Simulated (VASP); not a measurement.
Set up this calculation in VASP 6.6.1, as the native input.

```yaml
Task: relaxation of cell and atoms
Functional: PW91
Dispersion: D4
Potentials_or_basis: VASP PAW PBE potentials, release 64 (Zr_sv, N_h)
Cutoff: 980 eV
k_mesh: 10 × 10 × 10
Occupations: gaussian, width 0.1 eV
Spin: no spin polarisation
Further_INCAR_settings: ALGO = Normal; EDIFF = 1e-06; IBRION = 2; EDIFFG = -0.005; NSW = 40; ISIF = 3
```

The structure of ZrN lies in POSCAR:

```
ZrN
1.0
    0.0000000000      2.4096859723      2.4096859723
    2.4096859723      0.0000000000      2.4096859723
    2.4096859723      2.4096859723      0.0000000000
Zr N
1 1
Direct
    0.5000000000      0.5000000000      0.5000000000
    0.0000000000      0.0000000000      0.0000000000
```

The cell isn't the ideal one: volume scaled by 1.15.

The input as run:

INCAR

```
PREC = Accurate ; ENCUT = 980
EDIFF = 1E-6 ; ISMEAR = 0
SIGMA = 0.1 ; LREAL = False
LASPH = True ; NELM = 60
ALGO = Normal ; ISIF = 3
LWAVE = False ; LCHARG = False
GGA = 91 ; IVDW = 13
VDW_S6 = 1.0 ; VDW_S8 = 0.77283111
VDW_A1 = 0.39581542 ; VDW_A2 = 4.93405761
IBRION = 2 ; NSW = 40
EDIFFG = -0.005
```

KPOINTS

```
Automatic mesh
0
Gamma
  10 10 10
```

Potentials or basis: VASP PAW PBE potentials, release 64 (Zr_sv, N_h).

Launch:

```console
$ cat potpaw_PBE.64/Zr_sv/POTCAR potpaw_PBE.64/N_h/POTCAR > POTCAR
$ mpirun -np 1 vasp_std > vasp.out
```

It gave:

```
Relaxed volume                         : 11.98 Å³/atom
Relaxed cell                           : a = 3.236 Å, b = 3.236 Å, c = 3.236 Å, α = 60.00°, β = 60.00°, γ = 60.00°
Space group after relaxing (to 0.05 Å) : Fm-3m (No. 225)
Energy gained by relaxing              : 204.6 meV/atom
Ionic steps                            : 7
Pressure after relaxing                : 0.0 GPa
Band gap on the k mesh                 : none (metal or under the smearing width)
Dispersion energy per atom             : -0.235 eV
```

Caveat: the PAW data sets were made with another functional, which shifts forces and pressure a little; pairwise dispersion overbinds metals, which lowers pressure and volume.

Wall time 2.9 min on 1 thread of Intel(R) Xeon(R) Platinum 8488C (Sapphire Rapids), with other jobs on the host, peak memory 0.24 GiB.
